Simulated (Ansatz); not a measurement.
## Lattice vibrations of AgCl at Γ

The calculation used DFT PBE, scalar-relativistic, plane waves, PAW (Ansatz 0.2.0). Settings: 420 eV plane-wave cutoff, Γ-centred 12×12×12 mesh, fixed occupations. No spin polarisation. Phonons by linear response, acoustic sum rule imposed.

Equilibrium structure at this level:
```
Ag Cl
1.0
     2.14211    1.23675    3.49801
    -2.14211    1.23675    3.49801
     0.00000   -2.47350    3.49801
Ag Cl
1 1
Direct
  0.24935 0.24935 0.24935
  0.99940 0.99940 0.99940
```

The structure comes from a generated guess, relaxed at this level; another structure or a mixture of phases may lie lower.

(1) Is this structure stable against zone-centre distortions?

(2) List the optical modes at Γ without the LO field (i marks imaginary ones).

Results:

(1) Yes, at Γ: no optical mode is imaginary. Strains and other wave vectors aren't tested by this run.

(2)
| frequency (THz) | degeneracy | IR intensity of the level ((D/Å)²/amu) |
| --- | --- | --- |
| 3.58 | 2 | 2.80 |
| 3.58 | 1 | 1.40 |
